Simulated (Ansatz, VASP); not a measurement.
## Pt: VASP beside Ansatz

```
CELL_PARAMETERS angstrom
1.97521 -1.97289 0.00000
1.97521 1.97289 0.00000
0.00000 0.00000 8.01368
ATOMIC_POSITIONS crystal
Pt 0.75027 0.24973 0.12500
Pt 0.74973 0.25027 0.62500
Pt 0.24973 0.75027 0.87500
Pt 0.25027 0.74973 0.37500
```

Alike in both runs: functional PBE; k mesh 6 × 6 × 4; occupations gaussian, width 0.1 eV; no spin polarisation.

Ansatz relaxed the structure, and its values are those at the end. VASP's run is a single point on that final structure, the one shown.

```csv
,VASP,Ansatz
version,VASP 6.6.1,Ansatz 0.2.0
potentials or method,"VASP PAW PBE potentials, release 64 (Pt)","scalar-relativistic, plane waves, PAW"
plane-wave cutoff (eV),520,420
valence electrons in the cell,40,72
```

|  | VASP | Ansatz | Ansatz less VASP |
| --- | --- | --- | --- |
| gap on the k mesh at the Fermi level (eV) | none | none | - |
| pressure (GPa) | -0.7 | -0.2 | +0.51 |

A gap of «none» marks a metal or a gap that the smearing closes. With one functional, cell and mesh, what is left measures potentials, basis and numerics. The two sets of potentials don't hold the same shells in valence.

Caveats: the k mesh is coarse (spacing up to 0.38 Å⁻¹), so the values aren't converged. Spin-orbit coupling is left out, which matters for the levels of Pt.
